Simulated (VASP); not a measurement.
HfO2:

```
Hf O
1.0
     5.11800    0.00000    0.00000
     0.00000    5.18570    0.00000
    -0.85866    0.00000    5.21387
Hf O
4 8
Direct
  0.27550 0.46030 0.70800
  0.72450 0.96030 0.79200
  0.72450 0.53970 0.29200
  0.27550 0.03970 0.20800
  0.07420 0.16840 0.84670
  0.92580 0.66840 0.65330
  0.92580 0.83160 0.15330
  0.07420 0.33160 0.34670
  0.44870 0.74190 0.98010
  0.55130 0.24190 0.51990
  0.55130 0.25810 0.01990
  0.44870 0.75810 0.48010
```

- Program: VASP 6.6.1
- Task: relaxation of cell and atoms
- Functional: BLYP
- Dispersion: D3
- Potentials or basis: VASP PAW PBE potentials, release 64 (Hf_pv, O)
- Cutoff: 600 eV
- k mesh: 5 × 5 × 5
- Occupations: fermi-dirac, width 0.05 eV
- Spin: no spin polarisation

At the start: pressure 3.7 GPa; volume 11.53 Å³/atom.

Problem. How do energy, volume and symmetry change on relaxing?

Solution. Over 26 steps the energy falls by 5.7 meV/atom and the volume is 11.71 Å³/atom (+1.6 %); space group P2_1/c (No. 14, to 0.05 Å).

Step by step:
```tsv
step	energy change (eV)	largest force (eV/Å)	pressure (GPa)	volume (Å³)
1	0.0000	0.5251	3.67	138.38
2	0.0181	0.5544	-5.73	143.73
3	-0.0443	0.2234	-0.83	140.79
4	-0.0597	0.1426	-0.18	140.47
5	-0.0602	0.1632	-0.04	140.40
6	-0.0650	0.0542	0.13	140.26
7	-0.0654	0.0814	0.20	140.20
8	-0.0662	0.0425	-0.09	140.45
9	-0.0663	0.0321	-0.02	140.39
10	-0.0665	0.0218	0.00	140.40
11	-0.0666	0.0232	0.01	140.40
12	-0.0668	0.0226	0.01	140.41
13	-0.0670	0.0219	0.01	140.43
14	-0.0671	0.0350	0.02	140.47
15	-0.0671	0.0253	0.02	140.45
16	-0.0673	0.0247	-0.01	140.48
17	-0.0676	0.0228	-0.09	140.56
18	-0.0677	0.0442	-0.26	140.72
19	-0.0677	0.0307	-0.18	140.65
20	-0.0679	0.0230	-0.11	140.60
21	-0.0680	0.0176	0.11	140.48
22	-0.0681	0.0139	0.06	140.52
23	-0.0682	0.0188	-0.01	140.56
24	-0.0682	0.0344	-0.14	140.64
25	-0.0682	0.0230	-0.04	140.58
26	-0.0683	0.0085	0.00	140.57
```

Final structure:
```cif
data_structure
_symmetry_space_group_name_H-M 'P 1'
_symmetry_Int_Tables_number 1
_cell_length_a 5.1516
_cell_length_b 5.1875
_cell_length_c 5.3410
_cell_angle_alpha 90.000
_cell_angle_beta 99.986
_cell_angle_gamma 90.000
_cell_volume 140.57
loop_
_atom_site_label
_atom_site_type_symbol
_atom_site_fract_x
_atom_site_fract_y
_atom_site_fract_z
_atom_site_occupancy
Hf1 Hf 0.27613 0.45616 0.70695 1
Hf2 Hf 0.72387 0.95616 0.79305 1
Hf3 Hf 0.72387 0.54384 0.29305 1
Hf4 Hf 0.27613 0.04384 0.20695 1
O1 O 0.06550 0.17335 0.84839 1
O2 O 0.93450 0.67335 0.65161 1
O3 O 0.93450 0.82665 0.15161 1
O4 O 0.06550 0.32665 0.34839 1
O5 O 0.44774 0.74284 0.97752 1
O6 O 0.55226 0.24284 0.52248 1
O7 O 0.55226 0.25716 0.02248 1
O8 O 0.44774 0.75716 0.47752 1
```

Caveat: the PAW data sets were made with another functional, which shifts forces and pressure a little.
